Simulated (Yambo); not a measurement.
**ZrS: optical spectrum with PBEsol**

ZrS:

```xyz
2
Lattice="0.0000 2.6250 2.6250 2.6250 0.0000 2.6250 2.6250 2.6250 0.0000" Properties=species:S:1:pos:R:3 pbc="T T T"
Zr    0.0000    0.0000    0.0000
S     2.6250    2.6250    2.6250
```

| Property | Result |
| --- | --- |
| Program | Yambo 5.3.0 |
| Task | optical spectrum |
| Functional | PBEsol |
| Potentials or basis | PseudoDojo 0.4.1 SR PBEsol standard |
| Cutoff | 898 eV |
| Density cutoff | 3592 eV |
| k mesh | 20 × 20 × 20 |
| Occupations | fermi-dirac, width 0.05 eV |
| Spin | no spin polarisation |
| k mesh of the self-consistent run | 20 × 20 × 20 |
| Direction of the field or of q to 0 | y |
| Broadening | 0.1 eV |
| Kernel | none (independent particles) |
| Top of the energy range | 30 eV |
| Energy points | 200 |
| Correction of the levels | none |
| Bands in the response | 34 |

```yaml
Band_gap_on_the_k_mesh_mean-field_level: none (metal or under the smearing width)
```

Dielectric function (along the field direction of the input):
```tsv
energy (eV)	real part	imaginary part
0.30	2.85	120.62
0.75	-8.29	27.70
1.21	-4.96	9.61
1.81	-0.54	6.17
2.26	1.07	4.71
2.71	2.56	3.44
3.32	3.53	2.46
3.77	4.89	1.83
4.22	6.53	2.32
4.82	6.83	5.33
5.28	6.68	6.06
5.73	5.83	7.20
6.33	3.79	8.16
6.78	2.95	7.93
7.24	1.85	7.55
7.84	-0.21	7.05
8.29	0.97	5.95
8.74	-0.85	7.53
9.35	-2.77	5.29
9.80	-3.13	3.39
10.25	-2.02	2.41
10.85	-1.22	2.09
11.31	-1.15	1.81
11.76	-0.69	1.52
12.36	-0.13	1.76
12.81	0.15	2.04
13.27	-0.92	2.21
13.87	-0.64	1.50
14.32	-0.33	1.38
14.77	-0.48	1.60
15.38	-0.52	1.13
15.83	-0.33	1.15
16.28	-0.62	1.15
16.88	-0.66	0.67
17.34	-0.36	0.37
17.79	-0.13	0.32
18.39	0.00	0.34
18.84	0.10	0.29
19.30	0.23	0.26
19.90	0.24	0.28
```

Energy-loss function:
```
energy (eV)   loss
        0.0  0.000
        1.4  0.124
        2.6  0.213
        3.9  0.061
        5.3  0.075
        6.5  0.109
        7.8  0.142
        9.2  0.137
       10.4  0.264
       11.8  0.546
       13.1  0.373
       14.3  0.686
       15.7  0.777
       16.9  0.761
       18.2  2.885
       19.6  1.945
       20.8  0.794
       22.2  0.405
       23.5  0.280
       24.7  0.204
       26.1  0.065
       27.4  0.058
       28.6  0.259
       30.0  0.359
```

Run time: 5.1 min on 1 thread of Arm Neoverse V2, with other jobs on the host.

Caveat: the intraband (Drude) term of the metal is left out; the ground state has no gap, which makes the many-body step unreliable; independent-particle spectra lack excitons.
